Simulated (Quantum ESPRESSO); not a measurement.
# Ca under changes of volume

One of the cells (43.632 Å³/atom); the others are scaled copies at fixed shape and fractional positions:

```xyz
1
Lattice="0.0000 2.7942 2.7942 2.7942 0.0000 2.7942 2.7942 2.7942 0.0000" Properties=species:S:1:pos:R:3 pbc="T T T"
Ca    0.0000    0.0000    0.0000
```

| Property | Result |
| --- | --- |
| Program | Quantum ESPRESSO 7.5 |
| Functional | PBEsol |
| Potentials or basis | GBRV 1.5 PBEsol |
| Cutoff | 612 eV |
| Density cutoff | 4898 eV |
| k mesh | 8 × 8 × 8 |
| Occupations | fermi-dirac, width 0.05 eV |
| Spin | no spin polarisation |

| volume (Å³/atom) | energy over the lowest point (meV/atom) | pressure (GPa) |
| --- | --- | --- |
| 41.014 | 0.00 | -0.2 |
| 41.886 | 2.18 | -0.6 |
| 42.759 | 6.19 | -0.9 |
| 43.632 | 11.87 | -1.2 |
| 44.504 | 19.06 | -1.5 |
| 45.377 | ? | ? |
| 46.250 | 37.46 | -1.9 |

Problem. What does the run at 45.377 Å³/atom give?

Solution. Energy over the lowest point 27.64 meV/atom; pressure -1.7 GPa.

Worked out: A Birch-Murnaghan fit of order 3 (a polynomial in V^(-2/3)) to the other rows has its minimum at 40.51 Å³/atom, just outside them, with B0 = V·E''(V) = 18.1 GPa and B' = 3.4. It gives 27.63 meV/atom at 45.377 Å³/atom, against the run's 27.64, and -dE/dV = -1.7 GPa, against -1.7.

Energies are extrapolated to zero smearing.
